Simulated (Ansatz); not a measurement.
The system is TePb.

```
Pb Te
1.0
     4.00229    0.00000    0.00000
     0.00000    4.00229    0.00000
     0.00000    0.00000    4.00229
Pb Te
1 1
Direct
  0.00000 0.00000 0.00000
  0.50000 0.50000 0.50000
```

Measurements of this composition are mostly on another form, of space group No. 225.

Base run:

| Quantity | Value |
| --- | --- |
| Program | Ansatz 0.2.0 |
| Functional | PBE |
| Potentials or basis | all-electron LAPW, scalar-relativistic |
| Cutoff | 147 eV (chosen from the basis error) |
| Basis error allowed | 0.001 eV/atom |
| k mesh | 7 × 7 × 7 |
| Occupations | gaussian, width 0.011 eV |
| Spin | no spin polarisation |

Its results: pressure 0.1 GPa.

Problem. The run is repeated on the same cell with these changes: functional from PBE to RPBE; occupations from gaussian, width 0.011 eV to fermi-dirac, width 0.05 eV. What comes out?

Solution. Pressure 1.6 GPa.
